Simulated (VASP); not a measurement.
# Si (P6_3/mmc) in VASP: single point with PBE

Aim: the single point of Si with PBE.

Program: VASP 6.6.1. These are calculated values, not measurements. Logs are shortened: lines on timing, memory, paths and dates and some standing lists are left out, and cuts for length are marked.

### 1 The structure

Symmetry: P6_3/mmc, No. 194, hexagonal system. The conventional cell has a = 3.795 Å, b = 3.795 Å, c = 12.710 Å, α = 90.00°, β = 90.00°, γ = 120.00°. Si (site symmetry 3m) has 4 Si at 2.34 to 2.35 Å as nearest neighbours. Si (site symmetry 3m) has 4 Si at 2.34 to 2.37 Å as nearest neighbours.

This isn't the form of Si at room conditions, which is diamond.

### 2 Single point, PBE

File INCAR:

```
  PREC = Accurate
  ENCUT = 520
  EDIFF = 1E-6
  ISMEAR = -1
  SIGMA = 0.05
  LREAL = False
  LASPH = True
  NELM = 100
  ALGO = Normal
  ISIF = 2
  LWAVE = False
  LCHARG = False
  GGA = PE
  NBANDS = 26
```

File KPOINTS:

```
Automatic mesh
0
Gamma
  8 8 3
```

File POSCAR:

```
Si
1.0
    3.7948000000      0.0000000000      0.0000000000
   -1.8974000000      3.2863932023      0.0000000000
    0.0000000000      0.0000000000     12.7099000000
Si
8
Direct
    0.0000000000      0.0000000000      0.4073593136
    0.0000000000      0.0000000000      0.9073593136
    0.0000000000      0.0000000000      0.0926406864
    0.0000000000      0.0000000000      0.5926406864
    0.3333333333      0.6666666667      0.3433752464
    0.6666666667      0.3333333333      0.8433752464
    0.3333333333      0.6666666667      0.1566247536
    0.6666666667      0.3333333333      0.6566247536
```

Potentials or basis: VASP PAW PBE potentials, release 64 (Si).

Started as:

```bash
$ cat potpaw_PBE.64/Si/POTCAR > POTCAR
$ mpirun -np 1 vasp_std > vasp.out
```

OUTCAR:

```text
PREC = Accurate
   ENCUT = 520
   EDIFF = 1E-6
   ISMEAR = -1
   LREAL = False
   LASPH = True
   NELM = 100
   ISIF = 2
   GGA = PE

 ion  position               nearest neighbor table
   1  0.000  0.000  0.407-   5 2.34   5 2.34   5 2.34   4 2.35
   2  0.000  0.000  0.907-   6 2.34   6 2.34   6 2.34   3 2.35
   3  0.000  0.000  0.093-   7 2.34   7 2.34   7 2.34   2 2.35
   4  0.000  0.000  0.593-   8 2.34   8 2.34   8 2.34   1 2.35
   5  0.333  0.667  0.343-   1 2.34   1 2.34   1 2.34   7 2.37
   6  0.667  0.333  0.843-   2 2.34   2 2.34   2 2.34   8 2.37
   7  0.333  0.667  0.157-   3 2.34   3 2.34   3 2.34   5 2.37
   8  0.667  0.333  0.657-   4 2.34   4 2.34   4 2.34   6 2.37

  LATTYP: Found a hexagonal cell.
 ALAT       =     3.7948000000
 C/A-ratio  =     3.3492937704

  Lattice vectors:

 A1 = (   3.7948000000,   0.0000000000,   0.0000000000)
 A2 = (  -1.8974000000,   3.2863932023,   0.0000000000)
 A3 = (   0.0000000000,   0.0000000000,  12.7099000000)

Analysis of symmetry for initial positions (statically):
=====================================================================
 Subroutine PRICEL returns:
 Original cell was already a primitive cell.

 Routine SETGRP: Setting up the symmetry group for a
 hexagonal supercell.

 Subroutine GETGRP returns: Found 24 space group operations
 (whereof 12 operations were pure point group operations)
 out of a pool of 24 trial point group operations.

The static configuration has the point symmetry D_3d.
 The point group associated with its full space group is D_6h.

Analysis of symmetry for dynamics (positions and initial velocities):
=====================================================================
 Subroutine PRICEL returns:
 Original cell was already a primitive cell.

 Routine SETGRP: Setting up the symmetry group for a
 hexagonal supercell.

 Subroutine GETGRP returns: Found 24 space group operations
 (whereof 12 operations were pure point group operations)
 out of a pool of 24 trial point group operations.

The dynamic configuration has the point symmetry D_3d.
 The point group associated with its full space group is D_6h.

 Subroutine INISYM returns: Found 24 space group operations
 (whereof 12 operations are pure point group operations),
 and found     1 'primitive' translations

----------------------------------------------------------------------------------------

                                     Primitive cell

  volume of cell :     158.5078

  direct lattice vectors                    reciprocal lattice vectors
     3.794800000  0.000000000  0.000000000     0.263518499  0.152142476  0.000000000
    -1.897400000  3.286393202  0.000000000     0.000000000  0.304284953  0.000000000
     0.000000000  0.000000000 12.709900000     0.000000000  0.000000000  0.078678825

  length of vectors
     3.794800000  3.794800000 12.709900000     0.304284953  0.304284953  0.078678825

  position of ions in fractional coordinates (direct lattice)
     0.000000000  0.000000000  0.407359314
     0.000000000  0.000000000  0.907359314
     0.000000000  0.000000000  0.092640686
     0.000000000  0.000000000  0.592640686
     0.333333333  0.666666667  0.343375246
     0.666666667  0.333333333  0.843375246
     0.333333333  0.666666667  0.156624754
     0.666666667  0.333333333  0.656624754

  ion indices of the primitive-cell ions
   primitive index   ion index
                 1           1
                 2           2
                 3           3
                 4           4
                 5           5
                 6           6
                 7           7
                 8           8

----------------------------------------------------------------------------------------

 KPOINTS: Automatic mesh

Automatic generation of k-mesh.
 Grid dimensions read from file:
 generate k-points for:    8    8    3

 Generating k-lattice:

  Cartesian coordinates                     Fractional coordinates (reciprocal lattice)
     0.032939812  0.019017810  0.000000000     0.125000000  0.000000000  0.000000000
     0.000000000  0.038035619  0.000000000     0.000000000  0.125000000  0.000000000
     0.000000000  0.000000000  0.026226275     0.000000000  0.000000000  0.333333333

  Length of vectors
     0.038035619  0.038035619  0.026226275

  Shift w.r.t. Gamma in fractional coordinates (k-lattice)
     0.000000000  0.000000000  0.000000000

 Subroutine IBZKPT returns following result:
 ===========================================

 Found     20 irreducible k-points:

 Following reciprocal coordinates:
            Coordinates               Weight
  0.000000  0.000000  0.000000      1.000000
  0.125000 -0.000000  0.000000      6.000000
  0.250000 -0.000000  0.000000      6.000000
  0.375000 -0.000000  0.000000      6.000000
  0.500000 -0.000000  0.000000      3.000000
  0.125000  0.125000  0.000000      6.000000
[... 12 lines left out ...]
  0.250000  0.250000  0.333333     12.000000
  0.375000  0.250000  0.333333     12.000000
   k-points           NKPTS =     20   k-points in BZ     NKDIM =     20   number of bands    NBANDS=     26
   number of dos      NEDOS =    301   number of ions     NIONS =      8
   total plane-waves  NPLWV =  75264
   dimension x,y,z NGX =    28 NGY =   28 NGZ =   96
   dimension x,y,z NGXF=    56 NGYF=   56 NGZF=  192
   ions per type =               8
   NGX,Y,Z   is equivalent  to a cutoff of  12.27, 12.27, 12.56 a.u.
   NGXF,Y,Z  is equivalent  to a cutoff of  24.53, 24.53, 25.11 a.u.
 SYSTEM =  unknown system
   PREC   = accura    normal or accurate (medium, high low for compatibility)
   ISTART =      0    job   : 0-new  1-cont  2-samecut
   ICHARG =      2    charge: 1-file 2-atom 10-const
   ISPIN  =      1    spin polarized calculation?
   LNONCOLLINEAR =      F non collinear calculations
   LSORBIT =      F    spin-orbit coupling
   LASPH  =      T    aspherical Exc in radial PAW
   ENCUT  =  520.0 eV  38.22 Ry    6.18 a.u.   7.06  7.06 23.63*2*pi/ulx,y,z
   NELM   =    100;   NELMIN=  2; NELMDL= -5     # of ELM steps
   EDIFF  = 0.1E-05   stopping-criterion for ELM
   LREAL  =      F    real-space projection
   EDIFFG = 0.1E-04   stopping-criterion for IOM
   NSW    =      0    number of steps for IOM
   IBRION =     -1    ionic relax: 0-MD 1-quasi-New 2-CG
   NFREE  =      0    steps in history (QN), initial steepest desc. (CG)
   ISIF   =      2    stress and relaxation
   ISYM   =      2    0-nonsym 1-usesym 2-fastsym
   POTIM  = 0.5000    time-step for ionic-motion
   TEBEG  =    0.0;   TEEND  =   0.0 temperature during run
   PSTRESS=    0.0 pullay stress
   NELECT =      32.0000    total number of electrons
   NUPDOWN=      -1.0000    fix difference up-down
   EMIN   =  10.00;   EMAX   =-10.00  energy-range for DOS
   EFERMI =   0.00;   METHOD = LEGACY
   ISMEAR =    -1;   SIGMA  =   0.05  broadening in eV -4-tet -1-fermi 0-gaus
   EFERMI_NEDOS =   21; number of points for ismear=-14 and -15
   IALGO  =     38    algorithm
   IMIX   =      4    mixing-type and parameters
     AMIX     =   0.40;   BMIX     =  1.00
     AMIX_MAG =   1.60;   BMIX_MAG =  1.00
  volume/ion in A,a.u.               =      19.81       133.71
  Fermi-wavevector in a.u.,A,eV,Ry     =   0.960376  1.814848 12.548954  0.922322
  Thomas-Fermi vector in A             =   2.089655
   LORBIT       =      0    0 simple, 1 ext, 2 COOP (PROOUT), +10 PAW based schemes
   GGA     = PE    functional components
   LHFCALC =     F    Hartree Fock is set to
   AEXX    =    0.0000 exact exchange contribution
   IVDW    =     0    specifies the selected vdW correction
   LEPSILON=     F    determine dielectric tensor
   LRPA    =     F    only Hartree local field effects (RPA)
 non-spin polarized calculation
  energy-cutoff  :      520.00
  volume of cell :      158.51
 maximum number of plane-waves:      4290
   NGX = 15   NGY = 15   NGZ = 47

 number of electron      32.0000001 magnetization

 Free energy of the ion-electron system (eV)
  ---------------------------------------------------
  ext. energy  EPLUGINS =         0.00000000
  ---------------------------------------------------
  free energy    TOTEN  =       -43.29984639 eV

  energy without entropy =      -43.29973697  energy(sigma->0) =      -43.29979168

 E-fermi :   6.3619     XC(G=0):  -9.4499

 val. band max:        6.1080853281   @ k =   0.0000   0.0000   0.0000
 cond. band min:       6.6895194949   @ k =   0.5000  -0.0000   0.0000
 fundamental gap:      0.5814341667
 Fermi energy:         6.3618725703

 k-point     1 :       0.0000    0.0000    0.0000
  band No.  band energies     occupation
      1      -6.1056      2.00000
      2      -5.3343      2.00000
      3      -5.3221      2.00000
      4      -3.8624      2.00000
      5      -1.1291      2.00000
      6       1.8149      2.00000
[... 18 lines left out ...]
     25       9.6851      0.00000
     26       9.7155      0.00000

 k-point     2 :       0.1250   -0.0000    0.0000
  band No.  band energies     occupation
      1      -5.9191      2.00000
      2      -5.1492      2.00000
      3      -5.1381      2.00000
      4      -3.6739      2.00000
      5      -1.0286      2.00000
      6       1.8321      2.00000
[... 18 lines left out ...]
     25       9.7284      0.00000
     26      10.1110      0.00000

 k-point     3 :       0.2500   -0.0000    0.0000
  band No.  band energies     occupation
      1      -5.3710      2.00000
      2      -4.6072      2.00000
      3      -4.6012      2.00000
      4      -3.1202      2.00000
      5      -0.8967      2.00000
      6       1.2019      2.00000
[... 18 lines left out ...]
     25      10.4464      0.00000
     26      11.1389      0.00000

 k-point     4 :       0.3750   -0.0000    0.0000
  band No.  band energies     occupation
      1      -4.5181      2.00000
      2      -3.8003      2.00000
      3      -3.7798      2.00000
      4      -2.2811      2.00000
      5      -1.4435      2.00000
      6      -0.3287      2.00000
[... 18 lines left out ...]
     25      10.3176      0.00000
     26      11.4356      0.00000

 k-point     5 :       0.5000   -0.0000    0.0000
  band No.  band energies     occupation
      1      -3.7911      2.00000
      2      -3.3260      2.00000
      3      -3.1480      2.00000
      4      -2.0669      2.00000
      5      -1.8185      2.00000
      6      -1.2830      2.00000
[... 18 lines left out ...]
     25      11.0229      0.00000
     26      11.0668      0.00000

 k-point     6 :       0.1250    0.1250    0.0000
  band No.  band energies     occupation
      1      -5.5512      2.00000
      2      -4.7850      2.00000
      3      -4.7768      2.00000
      4      -3.3019      2.00000
      5      -0.8998      2.00000
      6       1.5896      2.00000
[... 311 lines left out ...]
 k-point    17 :       0.2500    0.1250    0.3333
  band No.  band energies     occupation
      1      -4.7566      2.00000
      2      -4.5028      2.00000
      3      -3.5459      2.00000
      4      -2.9421      2.00000
      5      -0.7187      2.00000
      6      -0.1113      2.00000
[... 18 lines left out ...]
     25      10.3554      0.00000
     26      11.1522      0.00000

 k-point    18 :       0.3750    0.1250    0.3333
  band No.  band energies     occupation
      1      -3.8455      2.00000
      2      -3.6262      2.00000
      3      -2.8289      2.00000
      4      -2.3371      2.00000
      5      -1.4190      2.00000
      6      -1.0920      2.00000
[... 18 lines left out ...]
     25       9.7345      0.00000
     26      10.8718      0.00000

 k-point    19 :       0.2500    0.2500    0.3333
  band No.  band energies     occupation
      1      -3.9365      2.00000
      2      -3.7018      2.00000
      3      -2.8333      2.00000
      4      -2.2805      2.00000
      5      -1.2930      2.00000
      6      -0.8965      2.00000
[... 18 lines left out ...]
     25      10.8442      0.00000
     26      10.9244      0.00000

 k-point    20 :       0.3750    0.2500    0.3333
  band No.  band energies     occupation
      1      -3.1816      2.00000
      2      -3.0328      2.00000
      3      -2.6006      2.00000
      4      -2.4416      2.00000
      5      -1.1685      2.00000
      6      -1.1340      2.00000
[... 18 lines left out ...]
     25      11.1185      0.00000
     26      11.3714      0.00000

------------------------ aborting loop because EDIFF is reached ----------------------------------------

  FORCE on cell =-STRESS in cart. coord.  units (eV):
  Direction    XX          YY          ZZ          XY          YZ          ZX
  --------------------------------------------------------------------------------------
  -------------------------------------------------------------------------------------
  Total        3.8734338      3.8734338      0.6758044      0.0000000      0.0000000      0.0000000
  in kB       39.1522001     39.1522001      6.8309488      0.0000000      0.0000000      0.0000000
  external PRESSURE =      28.3784496 kB  Pullay stress =       0.0000000 kB

 VOLUME and BASIS-vectors are now :
 -----------------------------------------------------------------------------
  energy-cutoff  :      520.00
  volume of cell :      158.51
      direct lattice vectors                 reciprocal lattice vectors
     3.794800000  0.000000000  0.000000000     0.263518499  0.152142476  0.000000000
    -1.897400000  3.286393202  0.000000000     0.000000000  0.304284953  0.000000000
     0.000000000  0.000000000 12.709900000     0.000000000  0.000000000  0.078678825

 POSITION                                       TOTAL-FORCE (eV/Angst)
 -----------------------------------------------------------------------------------
      0.00000      0.00000      5.17750         0.000000     -0.000000     -0.001350
      0.00000      0.00000     11.53245        -0.000000      0.000000     -0.001350
      0.00000      0.00000      1.17745         0.000000     -0.000000      0.001350
      0.00000      0.00000      7.53240        -0.000000     -0.000000      0.001350
     -0.00000      2.19093      4.36427        -0.000000      0.000000      0.002752
      1.89740      1.09546     10.71922         0.000000     -0.000000      0.002752
     -0.00000      2.19093      1.99068        -0.000000     -0.000000     -0.002752
      1.89740      1.09546      8.34563         0.000000     -0.000000     -0.002752
 -----------------------------------------------------------------------------------
    total drift:                               -0.000000     -0.000000     -0.000000

  FREE ENERGIE OF THE ION-ELECTRON SYSTEM (eV)
  ---------------------------------------------------
  free  energy   TOTEN  =       -43.2998463852 eV

  energy  without entropy=      -43.2997369715  energy(sigma->0) =      -43.29979168
```

It took 66 s on 1 thread of Intel Xeon Platinum 8488C (Sapphire Rapids), shared host; peak memory 0.26 GiB.

What came out:

* Free energy: -43.2998 eV
* Pressure: 2.8 GPa
* Band gap on the k mesh: 0.58 eV, indirect (least direct gap 1.48 eV)

Forces on the atoms (eV/Å):
```
Si   0.000  0.000 -0.001
Si   0.000  0.000 -0.001
Si   0.000  0.000  0.001
Si   0.000  0.000  0.001
Si   0.000  0.000  0.003
Si   0.000  0.000  0.003
Si   0.000  0.000 -0.003
Si   0.000  0.000 -0.003
```

Levels at points of the mesh, in eV from the valence-band top:
```tsv
k point	band 13	band 14	band 15	band 16	band 17	band 18	band 19	band 20
(0.00, 0.00, 0.00)	-0.73	-0.35	0.00	0.00	1.48	1.92	2.19	2.28
(0.50, 0.00, 0.00)	-2.33	-2.32	-1.86	-1.37	0.58	0.63	0.97	1.42
```

Caveat: an odd mesh through Γ misses points on the zone boundary, where band edges often lie. PBE gaps usually lie below the measured ones, often by a third to a half.
